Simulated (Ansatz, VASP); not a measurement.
**Si2C: VASP beside Ansatz**

Contents of INCAR:

```
SYSTEM = Si2C
PREC = Accurate ; ENCUT = 600
EDIFF = 1E-7 ; ISMEAR = 0
SIGMA = 0.1 ; LREAL = .FALSE.
LASPH = .TRUE. ; NELM = 60
ALGO = Normal ; ISIF = 3
LWAVE = .FALSE. ; LCHARG = .FALSE.
GGA = PE ; IBRION = 2
NSW = 90 ; EDIFFG = -0.04
```

Contents of KPOINTS:

```
Automatic mesh
0
G
  6 6 6
  0 0 0
```

File POSCAR:

```
Si2C
1.0
   -2.8332947256      2.8332947256      2.3584378083
    2.8332947256     -2.8332947256      2.3584378083
    2.8332947256      2.8332947256     -2.3584378083
Si C
4 2
Direct
    0.6670000000      0.1670000000      0.8340000000
    0.1670000000      0.3330000000      0.5000000000
    0.3330000000      0.8330000000      0.1660000000
    0.8330000000      0.6670000000      0.5000000000
    0.2500000000      0.2500000000      0.0000000000
    0.7500000000      0.7500000000      0.0000000000
```

Input for Ansatz:

```yaml
crystal:
  lattice:
    - [-2.8332947256, 2.8332947256, 2.3584378083]
    - [2.8332947256, -2.8332947256, 2.3584378083]
    - [2.8332947256, 2.8332947256, -2.3584378083]
  atoms:
    - { symbol: Si, position: [0.667, 0.167, 0.834] }
    - { symbol: Si, position: [0.167, 0.333, 0.5] }
    - { symbol: Si, position: [0.333, 0.833, 0.166] }
    - { symbol: Si, position: [0.833, 0.667, 0.5] }
    - { symbol: C, position: [0.25, 0.25, 0.0] }
    - { symbol: C, position: [0.75, 0.75, 0.0] }
basis:
  ecutwfc: 420
kpoints:
  mp_grid: { grid: [6, 6, 6] }
hamiltonian:
  xc: pbe
scf:
  occupations: { method: gaussian, width: 0.1 }
  lower_state_search: "off"
output:
  forces: true
  stress: true
  eigenvalues: true
relax:
  adjacent_minimum: "off"
  f_tol: 0.04
  max_steps: 70
  cell: { stress_tol: 0.4 }
```

Alike in both runs: task relaxation of cell and atoms; functional PBE; k mesh 6 × 6 × 6; occupations gaussian, width 0.1 eV; no spin polarisation.

|  | VASP | Ansatz |
| --- | --- | --- |
| version | VASP 6.6.1 | Ansatz 0.2.0 |
| potentials or method | VASP PAW PBE potentials, release 64 (Si, C) | scalar-relativistic, plane waves, PAW |
| plane-wave cutoff (eV) | 600 | 420 |
| valence electrons in the cell | 24 | 24 |

```csv
,VASP,Ansatz,Ansatz less VASP
"gap on the k mesh at the Fermi level, each at its own relaxed structure (eV)",none,none,-
relaxed volume (Å³/atom),11.49,11.50,+0.007
relaxed cell length with the largest relative difference (Å),4.515,4.516,+0.0010
energy change over the relaxation (meV/atom),-37,-37,-0.1
```

A gap of «none» marks a metal or a gap that the smearing closes.
